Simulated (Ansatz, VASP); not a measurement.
# One calculation of GaAs, two programs

```xyz
2
Lattice="0.0000 2.8016 2.8016 2.8016 0.0000 2.8016 2.8016 2.8016 0.0000" Properties=species:S:1:pos:R:3 pbc="T T T"
Ga    0.0000    0.0000    0.0000
As    4.2024    4.2024    4.2024
```

Alike in both runs: functional LDA; k mesh 10 × 10 × 10; occupations gaussian, width 0.02 eV; no spin polarisation.

Ansatz relaxed the structure, and its values are those at the end. VASP's run is a single point on that final structure, the one shown.

|  | VASP | Ansatz |
| --- | --- | --- |
| version | VASP 6.6.1 | Ansatz 0.2.0 |
| potentials or method | VASP PAW LDA potentials, release 64 (Ga_d, As) | scalar-relativistic, plane waves, PAW |
| plane-wave cutoff (eV) | 520 | 420 |
| valence electrons in the cell | 18 | 28 |

|  | VASP | Ansatz | Ansatz less VASP |
| --- | --- | --- | --- |
| gap on the k mesh at the Fermi level (eV) | 0.54 | 0.49 | -0.046 |
| least direct gap on the mesh (eV) | 0.54 | 0.49 | -0.046 |
| pressure (GPa) | 0.3 | 0.0 | -0.32 |

The two sets of potentials don't hold the same shells in valence. Ansatz warned: «pseudo_functional_mismatch».

A k mesh can miss the band edges.
